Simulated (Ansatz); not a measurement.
Runs of Ansatz 0.2.0 on Al. The structure is hexagonal, space group P6/mmm (No. 191). Conventional cell: a = 4.492 Å, b = 4.492 Å, c = 2.723 Å, α = 90.00°, β = 90.00°, γ = 120.00°. Al (site symmetry -6m2) is surrounded by 5 Al at 2.59 to 2.72 Å. The cell was built by a generator and needn't be a form met in nature.

| task | level | cell | cutoff (eV) | points for each segment of the path | gap on the mesh (eV) | pressure (GPa) | relaxed volume (Å³/atom) |
| --- | --- | --- | --- | --- | --- | --- | --- |
| relaxation of cell and atoms | HSEsol | relaxed | 420 | - | none | 0.0 | (a) |
| single point | r2SCAN0 | as given | 500 | - | none | 1.3 | - |
| band structure | HSE06 | as given | 420 | 4 | none | 1.9 | - |
| relaxation of cell and atoms | B3LYP | relaxed | 420 | - | none | 0.0 | 25.81 |
| single point | B3LYP | as given | 420 | - | none | 3.7 | - |
| single point | r2SCANh | as given | 500 | - | none | 1.4 | - |
| band structure | HSEsol | as given | 420 | 4 | none | (b) | - |

Alike in all rows: potentials or basis Ansatz PAW; no spin polarisation; k mesh 4 × 4 × 5; smearing fermi-dirac 0.05 eV; the mesh is coarse, so values aren't converged.

Q: Fill in the values left out.

A: (a) 24.34; (b) 1.1.

Caveats: all runs use coarse meshes; the PAW data sets come from PBE, with cores solved anew for the run's functional, which leaves a small shift of forces and pressure; the thresholds are loose for stress (some runs); the plane-wave basis is chosen anew once the cell has moved, so the energies of steps on either side of that aren't comparable (some runs).

A gap of «none» marks a metal or a gap under the smearing width.
